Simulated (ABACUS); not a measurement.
Runs of ABACUS 3.10.1 on TePb. The structure is cubic, space group Fm-3m (No. 225). The conventional cell has a = 6.462 Å, b = 6.462 Å, c = 6.462 Å, α = 90.00°, β = 90.00°, γ = 90.00°. Around Pb (site symmetry m-3m) lie 6 Te at 3.23 Å. Te (site symmetry m-3m) has 6 Pb at 3.23 Å as nearest neighbours. 

```csv
task,level,potentials or basis,cell,k mesh,radial cutoff of the potentials (pseudo_rcut),threshold of the eigensolver,path,points for each segment of the path,symmetry key,gap on the mesh (eV),pressure (GPa),relaxed volume (Å³/atom)
single point,AM05,"SPMS ONCV 1.0 PBE, plane waves",as given,6 × 6 × 6,10 bohr,-,-,-,1,0.71,0.0,-
relaxation of cell and atoms,AM05,"SPMS ONCV 1.0 PBE, plane waves",relaxed,6 × 6 × 6,10 bohr,-,-,-,1,0.71,0.0,-
relaxation of cell and atoms,SOGGA,"SG15 ONCV 1.2 PBE, plane waves",relaxed,6 × 6 × 6,7 bohr,-,-,-,1,0.57,0.0,(a)
single point,SOGGA,"SG15 ONCV 1.2 PBE, plane waves",as given,6 × 6 × 6,7 bohr,-,-,-,1,0.62,(b),-
relaxation of cell and atoms,OLYP,"Ansatz NC PBE, plane waves",relaxed,6 × 6 × 6,10 bohr,-,-,-,1,1.14,0.0,36.94
single point,OLYP,"Ansatz NC PBE, plane waves",as given,6 × 6 × 6,10 bohr,-,-,-,1,0.96,(c),-
```

Alike in all rows: no spin polarisation; cutoff (eV) 1129; smearing fermi-dirac 0.05 eV.

Task: Estimate the missing entries.

Result: (a) 32.94; (b) -1.0; (c) 3.4.

Caveats: the potentials were made for another functional, which shifts forces and pressure; spin-orbit coupling is left out, which as a rule narrows the gap of such compounds by several tenths of an eV; the relaxation stopped at its first step, so nothing moved (some runs).

A k mesh can miss the band edges, and the runs leave out spin-orbit coupling on Pb, Te.
